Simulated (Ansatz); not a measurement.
# Ge3N4: the cost of one run

Method: DFT, PBE, plane-wave PAW, default files, scalar-relativistic, as far as a step names no other, in Ansatz 0.2.0.

## Step 1: The system as given

It takes space group Fd-3m (No. 227, cubic). The conventional cell has a = 8.309 Å, b = 8.309 Å, c = 8.309 Å, α = 90.00°, β = 90.00°, γ = 90.00°. Around Ge (site symmetry -3m) lie 6 N at 2.01 Å. Ge (site symmetry -43m) is surrounded by 4 N at 1.92 Å. N (site symmetry 3m) has 4 Ge at 1.92 to 2.01 Å as nearest neighbours.

Coordinates:

```cif
data_structure
_symmetry_space_group_name_H-M 'Fd-3m:1'
_symmetry_Int_Tables_number 227
_cell_length_a 8.3091
_cell_length_b 8.3091
_cell_length_c 8.3091
_cell_angle_alpha 90.000
_cell_angle_beta 90.000
_cell_angle_gamma 90.000
_cell_volume 573.67
loop_
_atom_site_label
_atom_site_type_symbol
_atom_site_symmetry_multiplicity
_atom_site_Wyckoff_symbol
_atom_site_fract_x
_atom_site_fract_y
_atom_site_fract_z
_atom_site_occupancy
Ge1 Ge 16 d 0.12500 0.62500 0.12500 1
Ge2 Ge 8 a 0.50000 0.00000 0.50000 1
N1 N 32 e 0.38320 0.38320 0.38320 1
```

The earlier run gave: gap on the mesh 1.90 eV, largest force 0.013 eV/Å, pressure 0.3 GPa.

Site by site (atoms counted from 1):

| site | atoms | first shell | V_zz (10²¹ V/m²) | η | C_Q (MHz) |
| --- | --- | --- | --- | --- | --- |
| Ge1 | 1, 2, 3, 4 | 6 N at 2.01 Å | -0.23 | 0.00 | 1.11 (⁷³Ge) |
| Ge5 | 5, 6 | 4 N at 1.92 Å | 0.00 | – | 0 (⁷³Ge) |
| N | 7, 8, 9, 10, … | 4 Ge at 1.92–2.01 Å | 4.23 | 0.00 | 2.09 (¹⁴N) |

V_zz is the principal component of the electric field gradient with the largest magnitude, η = (V_xx − V_yy)/V_zz and C_Q = eQV_zz/h. Nuclear quadrupole moments: year-2017 set (Pyykkö).

## Step 2: Ions relaxed at fixed cell

Contents of input.yaml:

```yaml
crystal:
  lattice:
    - [0.0, 4.15455, 4.15455]
    - [4.15455, 0.0, 4.15455]
    - [4.15455, 4.15455, 0.0]
  atoms:
    - { symbol: Ge, position: [0.125, 0.125, 0.125] }
    - { symbol: Ge, position: [0.625, 0.125, 0.125] }
    - { symbol: Ge, position: [0.125, 0.125, 0.625] }
    - { symbol: Ge, position: [0.125, 0.625, 0.125] }
    - { symbol: Ge, position: [0.5, 0.5, 0.5] }
    - { symbol: Ge, position: [0.75, 0.75, 0.75] }
    - { symbol: "N", position: [0.8832, 0.8832, 0.8832] }
    - { symbol: "N", position: [0.8996, 0.3668, 0.3668] }
    - { symbol: "N", position: [0.8832, 0.8832, 0.3504] }
    - { symbol: "N", position: [0.3668, 0.8996, 0.3668] }
    - { symbol: "N", position: [0.3504, 0.8832, 0.8832] }
    - { symbol: "N", position: [0.3668, 0.3668, 0.3668] }
    - { symbol: "N", position: [0.8832, 0.3504, 0.8832] }
    - { symbol: "N", position: [0.3668, 0.3668, 0.8996] }
kpoints:
  mp_grid: { grid: [6, 6, 6] }
scf:
  occupations: { method: fermi_dirac, width: 0.02 }
hamiltonian:
  xc: pbe
  pseudopotentials: { kind: paw }
output:
  forces: true
  stress: true
  populations: true
  efg:
    quadrupole_moments_barn: { Ge: -0.196, "N": 0.02044 }
    contact_densities: true
  write_density: true
  write_potential: true
  elf: true
  volumetric_format: npy
relax:
  f_tol: 0.02
  max_steps: 60
```

On the command line:

```sh
> ansatz run input.yaml --threads 4 --pin off --max-ram 8192MiB --backend cpu --events-out ev --progress --plain --runs-dir out
```

Q: Estimate wall time and peak memory on 4 threads of AMD EPYC 9R45 (Zen 5), shared host.

About 2.7 s, with a peak of 0.72 GiB.
